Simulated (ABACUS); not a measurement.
Crystal: ZnO (zincite).

```xyz
4
Lattice="3.2493 0.0000 0.0000 -1.6247 2.8140 0.0000 0.0000 0.0000 5.2057" Properties=species:S:1:pos:R:3 pbc="T T T"
Zn    1.6247    0.9380    0.0000
Zn    0.0000    1.8760    2.6029
O     0.0000    1.8760    4.5759
O     1.6247    0.9380    1.9730
```

Base run:

```yaml
Program: ABACUS 3.10.1
Functional: SCAN
Potentials_or_basis: SG15 ONCV 1.2 PBE
Cutoff: 1320 eV
Density_cutoff: 5279 eV
Basis: plane waves
k_mesh: 6 × 6 × 3
Occupations: fermi-dirac, width 0.05 eV
Spin: no spin polarisation
```

Its results: band gap on the k mesh 1.20 eV, direct; pressure -1.3 GPa; largest force 0.060 eV/Å.

Question: The run is repeated on the same cell with these changes: functional from SCAN to r2SCAN. What comes out?

Answer: Band gap on the k mesh 1.27 eV, direct; pressure -0.6 GPa; largest force 0.077 eV/Å.

Caveats: the potentials were made for another functional, which shifts forces and pressure; an odd mesh through Γ misses points on the zone boundary, where band edges often lie.

Not every run made on this cell is shown here.
